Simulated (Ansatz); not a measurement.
**Hg: further runs on the relaxed cell**

One table from this session's results is given with a row withheld; the runs are named, their logs left out.

Program: Ansatz 0.2.0. Level of theory: DFT PBE+D3(BJ), scalar-relativistic, plane waves, PAW. These are calculated values, not measurements.

2 further runs of the same task are left out: 2 set aside as unsound or not needed.

## Starting point

The structure is hexagonal, space group P6/mmm (No. 191). The conventional cell has a = 5.326 Å, b = 5.326 Å, c = 3.139 Å, α = 90.00°, β = 90.00°, γ = 120.00°. Around Hg (site symmetry -6m2) lie 11 Hg at 3.08 to 3.45 Å. Around Hg (site symmetry 6/mmm) lie 14 Hg at 3.14 to 3.45 Å.

Coordinates:

```
CELL_PARAMETERS angstrom
5.32614 0.00000 0.00000
-2.66307 4.61257 0.00000
0.00000 0.00000 3.13891
ATOMIC_POSITIONS crystal
Hg 0.33333 0.66667 0.50000
Hg 0.00000 0.00000 0.00000
Hg 0.66667 0.33333 0.50000
```

This cell was relaxed beforehand with the same method: volume 25.70 Å³/atom, gap on the mesh none (metal).

Set-up of the first run:

Contents of input.yaml:

```yaml
crystal:
  lattice:
    - [5.3261378975, 0.0, 0.0]
    - [-2.6630689488, 4.6125707233, 0.0]
    - [0.0, 0.0, 3.1389071664]
  atoms:
    - { symbol: Hg, position: [0.3333333333, 0.6666666667, 0.5] }
    - { symbol: Hg, position: [0.0, 0.0, 0.0] }
    - { symbol: Hg, position: [0.6666666667, 0.3333333333, 0.5] }
basis:
  ecutwfc: 420
kpoints:
  mp_grid: { grid: [9, 9, 14] }
  band_path:
    path:
      - [[0.0, 0.0, 0.0], [0.5, 0.0, 0.0], [0.33333333, 0.33333333, 0.0], [0.0, 0.0, 0.0], [0.0, 0.0, 0.5], [0.5, 0.0, 0.5], [0.33333333, 0.33333333, 0.5], [0.0, 0.0, 0.5]]
      - [[0.5, 0.0, 0.5], [0.5, 0.0, 0.0]]
      - [[0.33333333, 0.33333333, 0.5], [0.33333333, 0.33333333, 0.0]]
    npoints: 14
hamiltonian:
  xc: pbe
  dispersion: d3bj
scf:
  occupations: { method: gaussian, width: 0.1 }
  n_extra_bands: 7
output:
  forces: true
  stress: true
  eigenvalues: true
  populations: true
  dos: { projected: true, de: 0.02, nscf_kmesh: { grid: [14, 14, 21] } }
  bader: true
  write_density: true
  write_potential: true
  elf: true
  volumetric_format: npy
```

Launch:

```bash
$ ansatz run input.yaml --threads 1 --pin off --max-ram 2560MiB --backend cpu --events-out ev --progress --plain --runs-dir out
```

Steps of the session up to this table: Static run: bands, density of states and charges; The cell as listed, for comparison; Point at V/V0 = 0.97; The cell scaled to 1.03 of its volume; The cell scaled to 0.94 of its volume; Volume × 1.06; The cell scaled to 0.91 of its volume; The cell scaled to 1.10 of its volume; Point at V/V0 = 0.88.

One table of the session follows, with a row left open; its other results are not shown here.

It belongs to the step «Fit of the equation of state». 

| volume (Å³/atom) | energy above the lowest point (meV/atom) | pressure (GPa) |
| --- | --- | --- |
| 22.620 | 41.3 | 4.92 |
| 23.391 | 21.9 | 3.25 |
| 24.162 | 9.3 | 1.98 |
| 24.934 | ? | ? |
| 25.705 | 0.0 | 0.02 |
| 26.476 | 1.7 | -0.65 |
| 27.247 | 6.1 | -1.13 |
| 28.275 | 14.6 | -1.54 |

**Question.** Estimate the row for volume (Å³/atom) = 24.934.

Worked estimate for «energy above the lowest point (meV/atom)». A straight line through the neighbours (24.162, 9.3) and (25.705, 0.0) gives 9.3 + (0.0 − 9.3) × (24.934 − 24.162) / (25.705 − 24.162) = 4.6; a parabola fitted to 4 rows on both sides gives 2.3.

As computed: energy above the lowest point (meV/atom): 2.2; pressure (GPa): 0.92. In «energy above the lowest point (meV/atom)» the line misses by +2.4 and the parabola by +0.1.
